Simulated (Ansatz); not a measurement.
# Al2O3 (R-3c): the equilibrium volume

At what volume is Al2O3 (R-3c) free of pressure?

Computed with Ansatz 0.2.0 (DFT PBE, scalar-relativistic, plane waves, PAW, unless a step's input says otherwise).

3 further runs of the same task are left out: 3 set aside as unsound or not needed.

## 1. The structure to begin with

Symmetry: R-3c, No. 167, trigonal system. Conventional cell: a = 4.805 Å, b = 4.805 Å, c = 13.116 Å, α = 90.00°, β = 90.00°, γ = 120.00°. Around Al (site symmetry 3) lie 6 O at 1.87 to 1.99 Å. O (site symmetry 2) has 4 Al at 1.87 to 1.99 Å as nearest neighbours.

Coordinates:

```cif
data_structure
_symmetry_space_group_name_H-M 'R-3c:H'
_symmetry_Int_Tables_number 167
_cell_length_a 4.8050
_cell_length_b 4.8050
_cell_length_c 13.1163
_cell_angle_alpha 90.000
_cell_angle_beta 90.000
_cell_angle_gamma 120.000
_cell_volume 262.26
loop_
_atom_site_label
_atom_site_type_symbol
_atom_site_symmetry_multiplicity
_atom_site_Wyckoff_symbol
_atom_site_fract_x
_atom_site_fract_y
_atom_site_fract_z
_atom_site_occupancy
Al1 Al 12 c 0.33333 0.66667 0.31457 1
O1 O 18 e 0.02719 0.66667 0.41667 1
```

## 2. At the starting volume (PBE, 6×6×6 mesh)

input.yaml reads:

```yaml
crystal:
  lattice:
    - [2.4025136104, 1.3870918797, 4.3720844159]
    - [-2.4025136104, 1.3870918797, 4.3720844159]
    - [0.0, -2.7741837594, 4.3720844159]
  atoms:
    - { symbol: Al, position: [0.147904, 0.147904, 0.147904] }
    - { symbol: Al, position: [0.352096, 0.352096, 0.352096] }
    - { symbol: Al, position: [0.647904, 0.647904, 0.647904] }
    - { symbol: Al, position: [0.852096, 0.852096, 0.852096] }
    - { symbol: O, position: [0.9438545, 0.5561455, 0.25] }
    - { symbol: O, position: [0.4438545, 0.75, 0.0561455] }
    - { symbol: O, position: [0.5561455, 0.25, 0.9438545] }
    - { symbol: O, position: [0.25, 0.9438545, 0.5561455] }
    - { symbol: O, position: [0.75, 0.0561455, 0.4438545] }
    - { symbol: O, position: [0.0561455, 0.4438545, 0.75] }
basis:
  ecutwfc: 420
kpoints:
  mp_grid: { grid: [6, 6, 6] }
hamiltonian:
  xc: pbe
scf:
  occupations: { method: gaussian, width: 0.1 }
output:
  forces: true
  stress: true
  eigenvalues: true
```

On the command line:

```sh
> ansatz run input.yaml --threads 8 --pin off --max-ram 16384MiB --backend cpu --events-out ev --progress --plain --runs-dir out
```

The program printed:

```text
Warning: RAYON_NUM_THREADS=8 ignored (pool sized by the plan → 8); use --threads N
Engine: ansatz 0.2.0, aarch64-unknown-linux-gnu
Pseudopotentials: kind: paw
Pseudopotential: Al, paw, valence charge 3, recommended cutoff 420 eV (normal), Al.paw.azcp
Pseudopotential: O, paw, valence charge 6, recommended cutoff 420 eV (normal), O.paw.azcp
Functional definition: PBE
  parameter kappa = 0.804
  parameter beta = 0.06672455060314922
  exchange = pbe_x(kappa = kappa, mu = beta*pi^2/3)
  correlation = pbe_c(beta = beta)
Crystal: 10 atoms, lattice volume = 87.420 Å³
Basis set: ecut = 420 eV, 1707 PW (Γ), exchange–correlation on 72×72×72 points (8 copies of the dense FFT grid, shifted against one another)
Bands: 34, of which v1, the nominal top of the filled ones, is band 24 counted from 1 (23 counted from 0)
Symmetry: 12 space group operations
Space group: R-3c (ITA 167), of the structure as read, at distance tolerance 4.4e-5 Å
k-points: 32 of 216
Non-local potential: Al, projectors of the file, l = 0: 2, l = 1: 2, l = 2: 1
Non-local potential: O, projectors of the file, l = 0: 2, l = 1: 2, l = 2: 1
PAW form: soft (Blöchl's): semilocal exchange-correlation on the pseudo side does not see the compensation charge
PAW one-centre angular grid: Al, 110 points (default); XC on 64 Gauss nodes
PAW one-centre angular grid: O, 110 points (default); XC on 64 Gauss nodes
Initial density: superposition of atomic densities (neutral atoms: chi_scale 0, normalization atom), corrected by the library's trained network
Initial wavefunctions: pseudopotential atomic-orbital guess
Functional: x = pbe(κ = 0.804, μ = 0.2195149727645171), c = pbe(β = 0.06672455060314922)
SCF iter   1: F=—  HF=-5569.606460 eV  |F-HF|=—  |Δ(HF+E_count)|=         —  Δρ=1.68e-3  dr2=1.30e-3  ethr=1.77e-3  ⟨swp⟩=7.7  Hψ=5723  notcnv=0  defer=11
preconditioner: auto → Resta (q_TF=auto, 2.469 Å⁻¹)  ε∞=3.5  [insulator: Δε(μ)=5.871 eV  Ē_g=17.253 eV  σ=0.100 eV  W_gap=1.00  n_scr=20 (ndim 8)  ℏωp=27.5 eV  f_vac=0.000  D(μ)=0.00/eV (n_scr^D=0)  ε∞_Penn≈3.5]
SCF iter   2: F=—  HF=-5569.607915 eV  |F-HF|=—  |Δ(HF+E_count)|=   1.46e-3  Δρ=8.71e-4  dr2=2.91e-4  ethr=2.70e-6  ⟨swp⟩=2.0  Hψ=2112  notcnv=0  defer=12
SCF iter   3: F=—  HF=-5569.608507 eV  |F-HF|=—  |Δ(HF+E_count)|=   5.92e-4  Δρ=2.56e-4  dr2=3.40e-5  ethr=6.07e-7  ⟨swp⟩=2.1  Hψ=1537  notcnv=0  defer=7
automatic band count: iteration 3 solves 33 bands in place of 34: the levels show a gap, and the empty bands left out lie too high to hold charge; the band table lists the bands solved (type scf.n_extra_bands for more)
SCF iter   4: F=—  HF=-5569.608583 eV  |F-HF|=—  |Δ(HF+E_count)|=   7.63e-5  Δρ=5.28e-5  dr2=1.27e-6  ethr=7.08e-8  ⟨swp⟩=2.0  Hψ=1531  notcnv=0  defer=7
iter 5 did not close the SCF: its close was put off for the readings that it lacked (scf_convergence_deferred on its scf_iter line)
SCF iter   5: F=-5569.608584 eV  HF=-5569.608584 eV  |F-HF|=6.03e-9  |Δ(HF+E_count)|=   1.28e-6  Δρ=1.05e-5  dr2=4.44e-8  ethr=2.64e-9  ⟨swp⟩=2.0  Hψ=1688  notcnv=0  defer=7
SCF iter   6: F=-5569.608584 eV  HF=-5569.608584 eV  |F-HF|=1.55e-9  |Δ(HF+E_count)|=   3.69e-9  Δρ=2.71e-6  dr2=3.58e-9  ethr=9.24e-11  ⟨swp⟩=7.8  Hψ=4639  notcnv=0
SCF 1 converged in 6 iterations: F = -5569.608584 eV  dr2 = 3.58e-9
SCF converged after 6 iterations
Free energy (F): -5569.608584 eV
Harris-Foulkes:  -5569.608584 eV  (|F-HF|=1.55e-9)
Internal energy: -5569.608584 eV  (E = F + TS)
E sigma→0 (E₀):  -5569.608584 eV
Fermi energy:    10.323566 eV
--- Per-component energies (eV) ---
  E_band       = 53.895442
  E_kinetic    = 1178.794481
  E_local      = -2006.584203  (includes V_loc(G=0)·N_el)
  E_nonlocal   = 323.470155
  E_hartree    = 743.204547
  E_xc         = -612.412482
  E_vxc        = -695.547679  (∫ρ·V_xc dr)
  E_paw        = -2821.063001  (= ΣΔE_a)
  E_vpaw       = -232.660571  (= ΣTr[D̂ρ^β])
  E_aug_tail   = 0.015180  (compensation charges beyond the density's cutoff)
  E_ewald      = -2375.033261
  E_smearing   = -0.000000  (= −TS)
  E_closure    = -0.000000  (closes the sum)
  Σ components = -5569.608584   (vs F -5569.608584, Δ=0.00e0)
--- Forces (eV/Å), atoms counted from 1 ---
  atom   1  Al    -0.00000000     0.00000000    -0.00895446
  atom   2  Al    -0.00000000     0.00000000     0.00895446
  atom   3  Al     0.00000000    -0.00000000    -0.00895446
  atom   4  Al     0.00000000     0.00000000     0.00895446
  atom   5  O     -0.00692215    -0.00000000    -0.00000000
  atom   6  O     -0.00346107    -0.00599475     0.00000000
  atom   7  O      0.00346107     0.00599475    -0.00000000
  atom   8  O      0.00346107    -0.00599475     0.00000000
  atom   9  O     -0.00346107     0.00599475     0.00000000
  atom  10  O      0.00692215     0.00000000     0.00000000
  max |Σ_I F_I| component: 3.47e-18 eV/Å
--- Stress (GPa, compression-positive) ---
        0.528635      -0.000000      -0.000000
       -0.000000       0.528635       0.000000
       -0.000000       0.000000       0.453429
  P = ⅓ Tr σ = 0.5036 GPa (5.036 kbar)
--- Band table (eV; the first three rows and the last of 32) ---
  k-point 0: bands = ["-11.6222", "-9.4032", "-9.1391", "-9.1391", "-8.8366", "-8.8366", "0.6415", "1.6053", "2.0023", "2.0023", "3.0907", "3.2190", "3.2190", "4.2049", "4.4976", "6.0110", "6.0110", "6.1490", "6.1490", "6.9236", "6.9236", "7.3552", "7.3552", "7.3838", "13.2634", "16.3255", "17.8053", "18.6880", "18.6880", "18.8442", "19.5691", "19.5691", "19.6631"]
  k-point 1: bands = ["-11.4846", "-9.4724", "-9.2152", "-9.1649", "-8.9011", "-8.8465", "0.7902", "1.3775", "1.8196", "2.5668", "2.5972", "3.1575", "4.0570", "4.7327", "4.7769", "5.5406", "5.9079", "6.0446", "6.2119", "6.5461", "6.7390", "7.0585", "7.3185", "7.3413", "13.8984", "16.8201", "17.4058", "18.3656", "18.3878", "18.6955", "19.6777", "19.8016", "20.1111"]
  k-point 2: bands = ["-11.0941", "-9.9064", "-9.1905", "-9.1638", "-9.0374", "-8.9077", "0.9779", "1.4258", "1.6484", "2.4621", "3.2222", "3.6733", "4.4309", "5.0576", "5.1707", "5.2770", "5.5954", "5.7255", "5.9895", "6.0656", "6.5808", "6.8677", "7.1786", "7.2158", "15.2147", "16.9309", "17.3041", "17.6071", "18.1039", "18.6497", "19.4727", "19.6293", "20.0938"]
  k-point 31: bands = ["-10.6675", "-10.6675", "-9.0056", "-9.0056", "-9.0056", "-9.0056", "1.9208", "1.9208", "3.0847", "3.0847", "3.0847", "3.0847", "3.3833", "3.3833", "5.2093", "5.2093", "5.4627", "5.4627", "5.4627", "5.4627", "7.0337", "7.0337", "7.0337", "7.0337", "15.7666", "15.7666", "18.2783", "18.2783", "19.5073", "19.5073", "19.8873", "19.8873", "19.8873"]
```

It took 1.6 s on 8 threads of Arm Neoverse V1, shared host; peak memory 0.49 GiB.

This gives: volume 8.742 Å³/atom, pressure 0.50 GPa, mesh gap 5.88 eV.

## 3. Relaxing cell and atoms

Edit input.yaml of step 2 so:

```diff
@@ -23,3 +23,3 @@
 scf:
-  occupations: { method: gaussian, width: 0.1 }
+  occupations: { method: gaussian, width: 0.02 }
 output:
@@ -28 +28,6 @@
   eigenvalues: true
+relax:
+  adjacent_minimum: "off"
+  f_tol: 0.005
+  max_steps: 80
+  cell: { stress_tol: 0.05 }
```

On the command line:

```sh
> ansatz run input.yaml --threads 8 --pin off --max-ram 16384MiB --backend cpu --events-out ev --progress --plain --runs-dir out
```

The program printed:

```text
Warning: RAYON_NUM_THREADS=8 ignored (pool sized by the plan → 8); use --threads N
[... 9 set-up lines as earlier in the session ...]
Crystal: 10 atoms, lattice volume = 87.420 Å³
Basis set: ecut = 420 eV, 1707 PW (Γ), exchange–correlation on 72×72×72 points (8 copies of the dense FFT grid, shifted against one another)
Bands: 34, of which v1, the nominal top of the filled ones, is band 24 counted from 1 (23 counted from 0)
[... 2 set-up lines as earlier in the session ...]
k-points: 32 of 216
[... 8 set-up lines as earlier in the session ...]
SCF iter   1: F=—  HF=-5569.606443 eV  |F-HF|=—  |Δ(HF+E_count)|=         —  Δρ=1.68e-3  dr2=1.28e-3  ethr=1.77e-3  ⟨swp⟩=7.7  Hψ=5764  notcnv=0  defer=2
preconditioner: auto → Resta (q_TF=auto, 2.469 Å⁻¹)  ε∞=3.5  [insulator: Δε(μ)=5.871 eV  Ē_g=17.253 eV  σ=0.020 eV  W_gap=1.00  n_scr=20 (ndim 8)  ℏωp=27.5 eV  f_vac=0.000  D(μ)=0.00/eV (n_scr^D=0)  ε∞_Penn≈3.5]
SCF iter   2: F=—  HF=-5569.607915 eV  |F-HF|=—  |Δ(HF+E_count)|=   1.47e-3  Δρ=8.68e-4  dr2=2.90e-4  ethr=2.66e-6  ⟨swp⟩=2.2  Hψ=2305  notcnv=0  defer=121
SCF iter   3: F=—  HF=-5569.608515 eV  |F-HF|=—  |Δ(HF+E_count)|=   6.01e-4  Δρ=2.32e-4  dr2=2.83e-5  ethr=6.05e-7  ⟨swp⟩=2.0  Hψ=1691  notcnv=0  defer=121
SCF iter   4: F=—  HF=-5569.608583 eV  |F-HF|=—  |Δ(HF+E_count)|=   6.79e-5  Δρ=5.12e-5  dr2=1.23e-6  ethr=5.90e-8  ⟨swp⟩=2.0  Hψ=1530  notcnv=0  defer=121
iter 5 did not close the SCF: its close was put off for the readings that it lacked (scf_convergence_deferred on its scf_iter line)
SCF iter   5: F=-5569.608584 eV  HF=-5569.608584 eV  |F-HF|=2.95e-8  |Δ(HF+E_count)|=   1.16e-6  Δρ=1.21e-5  dr2=6.14e-8  ethr=2.56e-9  ⟨swp⟩=2.0  Hψ=1715  notcnv=0  defer=121
SCF iter   6: F=-5569.608584 eV  HF=-5569.608584 eV  |F-HF|=1.59e-9  |Δ(HF+E_count)|=   7.99e-9  Δρ=2.52e-6  dr2=3.09e-9  ethr=1.28e-10  ⟨swp⟩=8.1  Hψ=4898  notcnv=0
SCF 1 converged in 6 iterations: F = -5569.608584 eV  dr2 = 3.09e-9
relax step   1: F+E_penalty+E_count = -5569.60858448 eV  Δ(F+E_penalty+E_count) = +0.000e0 eV  max|allowed force component| = 8.953e-3 eV/Å  Δτ_max = 0.0000 Å  P = +0.504 GPa  Ω = 87.420 Å³  (6 SCF iters, dr2 threshold 1.00e-7 eV, accepted)
Crystal: 10 atoms, lattice volume = 87.500 Å³
Initial density: handed on by an earlier stage of this run
Initial wavefunctions: those handed on with the density
iter 1 solved again at ethr=6.22e-8 eV; its pass at ethr=3.10e-3 eV (dr2=2.98e-5 eV) is discarded
SCF iter   1: F=—  HF=-5569.608334 eV  |F-HF|=—  |Δ(HF+E_count)|=         —  Δρ=1.97e-4  dr2=2.88e-5  ethr=6.22e-8  ⟨swp⟩=3.0  Hψ=4599  notcnv=0
preconditioner: auto → Resta (q_TF=auto, 2.468 Å⁻¹)  ε∞=3.5  [insulator: Δε(μ)=5.865 eV  Ē_g=17.248 eV  σ=0.020 eV  W_gap=1.00  n_scr=20 (ndim 8)  ℏωp=27.5 eV  f_vac=0.000  D(μ)=0.00/eV (n_scr^D=0)  ε∞_Penn≈3.5]
SCF iter   2: F=—  HF=-5569.608359 eV  |F-HF|=—  |Δ(HF+E_count)|=   2.48e-5  Δρ=4.83e-5  dr2=1.49e-6  ethr=6.00e-8  ⟨swp⟩=2.0  Hψ=1656  notcnv=0
SCF iter   3: F=-5569.608359 eV  HF=-5569.608359 eV  |F-HF|=4.07e-8  |Δ(HF+E_count)|=   2.94e-7  Δρ=2.47e-5  dr2=4.61e-7  ethr=1.47e-9  ⟨swp⟩=6.1  Hψ=4449  notcnv=0
SCF 2 converged in 3 iterations: F = -5569.608359 eV  dr2 = 4.61e-7
relax step   2: F+E_penalty+E_count = -5569.60835890 eV  Δ(F+E_penalty+E_count) = +2.256e-4 eV  max|allowed force component| = 9.042e-3 eV/Å  Δτ_max = 0.0001 Å  P = +0.279 GPa  Ω = 87.500 Å³  energy of the carried Pulay correction = -4.303e-4 eV  (3 SCF iters, dr2 threshold 7.05e-7 eV, accepted)
Crystal: 10 atoms, lattice volume = 87.607 Å³
iter 1 solved again at ethr=1.13e-7 eV; its pass at ethr=3.10e-3 eV (dr2=5.43e-5 eV) is discarded
SCF iter   1: F=—  HF=-5569.607866 eV  |F-HF|=—  |Δ(HF+E_count)|=         —  Δρ=2.55e-4  dr2=5.25e-5  ethr=1.13e-7  ⟨swp⟩=2.2  Hψ=4128  notcnv=0
preconditioner: auto → Resta (q_TF=auto, 2.468 Å⁻¹)  ε∞=3.5  [insulator: Δε(μ)=5.850 eV  Ē_g=17.233 eV  σ=0.020 eV  W_gap=1.00  n_scr=20 (ndim 8)  ℏωp=27.5 eV  f_vac=0.000  D(μ)=0.00/eV (n_scr^D=0)  ε∞_Penn≈3.5]
SCF iter   2: F=—  HF=-5569.607884 eV  |F-HF|=—  |Δ(HF+E_count)|=   1.78e-5  Δρ=7.48e-5  dr2=3.91e-6  ethr=1.09e-7  ⟨swp⟩=2.0  Hψ=1653  notcnv=0
SCF iter   3: F=—  HF=-5569.607884 eV  |F-HF|=—  |Δ(HF+E_count)|=   4.46e-7  Δρ=3.77e-5  dr2=1.18e-6  ethr=8.14e-9  ⟨swp⟩=1.0  Hψ=1088  notcnv=0
SCF iter   4: F=-5569.607884 eV  HF=-5569.607884 eV  |F-HF|=2.45e-8  |Δ(HF+E_count)|=   1.54e-7  Δρ=5.57e-6  dr2=2.78e-8  ethr=4.44e-10  ⟨swp⟩=3.1  Hψ=4316  notcnv=0
SCF 3 converged in 4 iterations: F = -5569.607884 eV  dr2 = 2.78e-8
relax step   3: F+E_penalty+E_count = -5569.60788382 eV  Δ(F+E_penalty+E_count) = +4.751e-4 eV  max|allowed force component| = 4.226e-3 eV/Å  Δτ_max = 0.0003 Å  P = -0.014 GPa  Ω = 87.607 Å³  energy of the carried Pulay correction = -9.999e-4 eV  (4 SCF iters, dr2 threshold 2.13e-7 eV, accepted)
Initial wavefunctions: pseudopotential atomic-orbital guess (no wavefunctions were taken with the density)
iter 1 solved again at ethr=2.34e-8 eV; its pass at ethr=3.10e-3 eV (dr2=1.12e-5 eV) is discarded
SCF iter   1: F=—  HF=-5569.608786 eV  |F-HF|=—  |Δ(HF+E_count)|=         —  Δρ=8.90e-5  dr2=2.12e-7  ethr=2.34e-8  ⟨swp⟩=3.6  Hψ=9111  notcnv=0
preconditioner: auto → Resta (q_TF=auto, 2.468 Å⁻¹)  ε∞=3.5  [insulator: Δε(μ)=5.852 eV  Ē_g=17.234 eV  σ=0.020 eV  W_gap=1.00  n_scr=20 (ndim 8)  ℏωp=27.5 eV  f_vac=0.000  D(μ)=0.00/eV (n_scr^D=0)  ε∞_Penn≈3.5]
SCF iter   2: F=—  HF=-5569.608858 eV  |F-HF|=—  |Δ(HF+E_count)|=   7.21e-5  Δρ=4.49e-5  dr2=6.12e-8  ethr=4.41e-10  ⟨swp⟩=2.9  Hψ=1955  notcnv=0
SCF iter   3: F=—  HF=-5569.608871 eV  |F-HF|=—  |Δ(HF+E_count)|=   1.31e-5  Δρ=4.25e-6  dr2=5.14e-9  ethr=1.28e-10  ⟨swp⟩=2.4  Hψ=1757  notcnv=0
SCF iter   4: F=—  HF=-5569.608871 eV  |F-HF|=—  |Δ(HF+E_count)|=   5.39e-8  Δρ=1.10e-6  dr2=6.02e-10  ethr=1.07e-11  ⟨swp⟩=2.0  Hψ=1661  notcnv=0
SCF iter   5: F=-5569.608871 eV  HF=-5569.608871 eV  |F-HF|=5.09e-11  |Δ(HF+E_count)|=   5.37e-9  Δρ=1.59e-7  dr2=2.01e-11  ethr=1.00e-12  ⟨swp⟩=4.8  Hψ=3873  notcnv=0
SCF 4 converged in 5 iterations: F = -5569.608871 eV  dr2 = 2.01e-11
relax step   4: F+E_penalty+E_count = -5569.60887129 eV  Δ(F+E_penalty+E_count) = -9.875e-4 eV  max|allowed force component| = 4.175e-3 eV/Å  Δτ_max = 0.0000 Å  P = +0.008 GPa  Ω = 87.607 Å³  stress off target by 1.59e-2 GPa  SCF on the basis re-selected at this cell (its energy is not comparable with the rows above)  (5 SCF iters)
basis re-selected at this cell: Δ(F+E_penalty+E_count) = -9.875e-4 eV, ΔP = +0.021 GPa vs the last step (what re-selecting the basis moved, of the pressure what is left beyond the Pulay correction that the steps carried, after the strain that the cell walked since its last selection, with what the two solves' SCF thresholds leave and, on support functions, any second-order correction that the steps lacked; it is no measure of the basis error at this ecutwfc). This SCF's stress stands 1.59e-2 GPa from its target on what of the cell is left free (relax.cell.stress_tol is 5.00e-2 GPa) and its largest allowed force component is 4.18e-3 eV/Å (relax.f_tol is 5.00e-3 eV/Å): within both
SCF converged after 5 iterations
Free energy (F): -5569.608871 eV
Harris-Foulkes:  -5569.608871 eV  (|F-HF|=5.09e-11)
Internal energy: -5569.608871 eV  (E = F + TS)
E sigma→0 (E₀):  -5569.608871 eV
Fermi energy:    10.284011 eV
--- Per-component energies (eV) ---
  E_band       = 52.925757
  E_kinetic    = 1178.337398
  E_local      = -2008.527975  (includes V_loc(G=0)·N_el)
  E_nonlocal   = 323.390013
  E_hartree    = 743.836692
  E_xc         = -612.292500
  E_vxc        = -695.390373  (∫ρ·V_xc dr)
  E_paw        = -2820.979791  (= ΣΔE_a)
  E_vpaw       = -232.571811  (= ΣTr[D̂ρ^β])
  E_aug_tail   = 0.015143  (compensation charges beyond the density's cutoff)
  E_ewald      = -2373.387851
  E_smearing   = -0.000000  (= −TS)
  E_closure    = -0.000000  (closes the sum)
  Σ components = -5569.608871   (vs F -5569.608871, Δ=0.00e0)
--- Forces (eV/Å), atoms counted from 1 ---
  atom   1  Al     0.00000000    -0.00000000    -0.00417523
  atom   2  Al     0.00000000     0.00000000     0.00417523
  atom   3  Al     0.00000000    -0.00000000    -0.00417523
  atom   4  Al    -0.00000000     0.00000000     0.00417523
  atom   5  O     -0.00206381    -0.00000000    -0.00000000
  atom   6  O     -0.00103191    -0.00178731     0.00000000
  atom   7  O      0.00103191     0.00178731    -0.00000000
  atom   8  O      0.00103191    -0.00178731     0.00000000
  atom   9  O     -0.00103191     0.00178731    -0.00000000
  atom  10  O      0.00206381     0.00000000     0.00000000
  max |Σ_I F_I| component: 2.60e-18 eV/Å
--- Stress (GPa, compression-positive) ---
        0.015946       0.000000      -0.000000
        0.000000       0.015946       0.000000
       -0.000000       0.000000      -0.008667
  P = ⅓ Tr σ = 0.0077 GPa (0.077 kbar)
--- Band table (eV; the first three rows and the last of 32) ---
  k-point 0: bands = ["-11.6328", "-9.4213", "-9.1591", "-9.1591", "-8.8576", "-8.8576", "0.6267", "1.5883", "1.9868", "1.9868", "3.0744", "3.2038", "3.2038", "4.1855", "4.4734", "5.9877", "5.9877", "6.1262", "6.1262", "6.8992", "6.8992", "7.3286", "7.3286", "7.3582", "13.2098", "16.2826", "17.7506", "18.6435", "18.6435", "18.7974", "19.5274", "19.5274", "19.6203", "20.5189"]
  k-point 1: bands = ["-11.4956", "-9.4903", "-9.2347", "-9.1848", "-8.9218", "-8.8674", "0.7751", "1.3612", "1.8040", "2.5518", "2.5805", "3.1417", "4.0392", "4.7122", "4.7531", "5.5178", "5.8847", "6.0212", "6.1885", "6.5211", "6.7154", "7.0333", "7.2922", "7.3158", "13.8453", "16.7762", "17.3542", "18.3195", "18.3413", "18.6517", "19.6315", "19.7577", "20.0614", "20.0742"]
  k-point 2: bands = ["-11.1063", "-9.9228", "-9.2102", "-9.1832", "-9.0577", "-8.9282", "0.9629", "1.4105", "1.6310", "2.4465", "3.2055", "3.6548", "4.4097", "5.0374", "5.1487", "5.2535", "5.5720", "5.7029", "5.9660", "6.0419", "6.5574", "6.8431", "7.1533", "7.1909", "15.1620", "16.8819", "17.2574", "17.5572", "18.0601", "18.6034", "19.4274", "19.5905", "20.0532", "20.6176"]
  k-point 31: bands = ["-10.6809", "-10.6809", "-9.0259", "-9.0259", "-9.0259", "-9.0259", "1.9033", "1.9033", "3.0676", "3.0676", "3.0676", "3.0676", "3.3622", "3.3622", "5.1869", "5.1869", "5.4419", "5.4419", "5.4419", "5.4419", "7.0078", "7.0078", "7.0078", "7.0078", "15.7164", "15.7164", "18.2307", "18.2307", "19.4514", "19.4514", "19.8425", "19.8425", "19.8425", "19.8425"]
--- Relaxed structure (3 steps of the walk, 3 accepted, 1 SCFs on fresh bases) ---
  F+E_penalty+E_count = -5569.60887129 eV   max|allowed force component| = 4.175e-3 eV/Å   (the final SCF, on the basis selected at the relaxed cell)
  cell:  # Å, volume = 87.6066 Å³
    - [2.4042988063366764, 1.388122563050776, 4.3749117470029395]
    - [-2.4042988063366764, 1.388122563050776, 4.3749117470029395]
    - [1.1322524576293183e-36, -2.7762451261015517, 4.3749117470029395]
  atoms:
    - { symbol: Al, position: [0.14787489350290542, 0.14787489350290542, 0.14787489350290545] }
    - { symbol: Al, position: [0.35212510649709455, 0.35212510649709455, 0.3521251064970946] }
    - { symbol: Al, position: [0.6478748935029054, 0.6478748935029054, 0.6478748935029055] }
    - { symbol: Al, position: [0.8521251064970944, 0.8521251064970944, 0.8521251064970945] }
    - { symbol: O, position: [0.9438371958130714, 0.5561628041869284, 0.25] }
    - { symbol: O, position: [0.4438371958130713, 0.7499999999999998, 0.05616280418692865] }
    - { symbol: O, position: [0.5561628041869285, 0.25000000000000006, 0.9438371958130714] }
    - { symbol: O, position: [0.25000000000000006, 0.9438371958130714, 0.5561628041869285] }
    - { symbol: O, position: [0.7499999999999998, 0.056162804186928594, 0.44383719581307135] }
    - { symbol: O, position: [0.056162804186928594, 0.44383719581307135, 0.7499999999999998] }
```

It took 4.5 s on 8 threads of Arm Neoverse V1, shared host; peak memory 0.51 GiB.

The steps of the relaxation:

| step | energy from step 1 (meV/atom) | largest force component (eV/Å) | pressure (GPa) | volume (Å³/atom) |
| --- | --- | --- | --- | --- |
| 1 | 0.0 | 0.009 | 0.50 | 8.742 |
| 2 | 0.0 | 0.009 | 0.28 | 8.750 |
| 3 | 0.1 | 0.004 | -0.01 | 8.761 |
| 4 | 0.0 | 0.004 | 0.01 | 8.761 |

Step 1 is the start. Step 4 repeats the geometry before it on a plane-wave basis chosen anew for the final cell, which shifts the energy by -0.1 meV/atom.

This gives: volume 8.761 Å³/atom, pressure 0.01 GPa, gap on the mesh 5.85 eV.

## 4. Summary of results

```
         quantity                                                                        value
           volume                                                                8.761 Å³/atom
         pressure                                                                     0.01 GPa
conventional cell  a = 4.809 Å, b = 4.809 Å, c = 13.125 Å, α = 90.00°, β = 90.00°, γ = 120.00°
  gap on the mesh                                                                      5.85 eV
```

The volume stayed near 8.76 Å³/atom, where the pressure is zero within 0.01 GPa.

These are semilocal Kohn-Sham gaps, which aren't the measured quantity. Such gaps usually fall short of the measured ones.
